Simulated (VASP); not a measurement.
ZrSe2: band structure with LDA

**What was measured.**

“Stress-Tuned Optical Transitions in Layered 1T-MX2 (M= Hf, Zr, Sn; X= S, Se) Crystals”, 2022, arxiv:2210.12074 quotes, for a bulk crystal of ZrSe2: band gap 1.2 eV (indirect).

The system is ZrSe2.

```
CELL_PARAMETERS angstrom
3.79800 0.00000 0.00000
-1.89900 3.28916 0.00000
0.00000 0.00000 6.19200
ATOMIC_POSITIONS crystal
Zr 0.00000 0.00000 0.00000
Se 0.66667 0.33333 0.75000
Se 0.33333 0.66667 0.25000
```

- Program: VASP 6.6.1
- Task: band structure
- Functional: LDA
- Potentials or basis: VASP PAW LDA potentials, release 64 (Zr_sv, Se)
- Cutoff: 520 eV
- k mesh: 8 × 8 × 6
- Occupations: gaussian, width 0.02 eV
- Spin: no spin polarisation
- Ladder: gaps
- Further INCAR settings: ALGO = Normal; EDIFF = 1e-06; NBANDS = 19

The band gap on the k mesh is 0.29 eV, indirect (least direct gap 0.97 eV) and the band gap along the path is 0.28 eV, indirect (least direct gap 0.97 eV).

Levels at the corners of the path, in eV from the valence-band top:
```csv
point,band 9,band 10,band 11,band 12,band 13,band 14,band 15,band 16
Γ,-2.74,-0.06,-0.06,-0.01,0.96,0.96,1.48,4.31
M,-2.71,-2.52,-2.16,-1.37,0.49,2.42,2.76,4.76
M,-2.71,-2.52,-2.16,-1.37,0.49,2.42,2.76,4.76
K,-3.59,-2.33,-2.33,-1.75,1.59,2.53,2.53,4.02
K,-3.59,-2.33,-2.33,-1.75,1.59,2.53,2.53,4.02
Γ,-2.74,-0.06,-0.06,-0.01,0.96,0.96,1.48,4.31
Γ,-2.74,-0.06,-0.06,-0.01,0.96,0.96,1.48,4.31
A,-2.70,-2.13,-0.22,-0.22,0.93,0.93,1.87,4.71
A,-2.70,-2.13,-0.22,-0.22,0.93,0.93,1.87,4.71
L,-2.69,-2.55,-1.06,-0.98,0.28,2.42,2.75,4.46
L,-2.69,-2.55,-1.06,-0.98,0.28,2.42,2.75,4.46
H,-3.39,-2.39,-2.01,-2.01,1.66,2.11,2.11,4.84
H,-3.39,-2.39,-2.01,-2.01,1.66,2.11,2.11,4.84
A,-2.70,-2.13,-0.22,-0.22,0.93,0.93,1.87,4.71
L,-2.69,-2.55,-1.06,-0.98,0.28,2.42,2.75,4.46
M,-2.71,-2.52,-2.16,-1.37,0.49,2.42,2.76,4.76
K,-3.59,-2.33,-2.33,-1.75,1.59,2.53,2.53,4.02
H,-3.39,-2.39,-2.01,-2.01,1.66,2.11,2.11,4.84
```

Wall time 2.7 min on 1 thread of Intel(R) Xeon(R) Platinum 8259CL CPU @ 2.50GHz (Skylake/Cascade Lake), with other jobs on the host, peak memory 0.35 GiB.

Measured gap of ZrSe2: 1.2 eV (indirect; quoted in “Stress-Tuned Optical Transitions in Layered 1T-MX2 (M= Hf, Zr, Sn; X= S, Se) Crystals”, 2022, arxiv:2210.12074). This calculation gives 0.28 eV (-0.92 eV). Spin-orbit coupling on Se, Zr is left out. The value is that of LDA, without temperature or zero-point motion. Semilocal functionals fall short of measured gaps as a rule.

Caveat: the log is that of the step along the path at fixed density, whose energy, stress, charges and moments have no meaning.
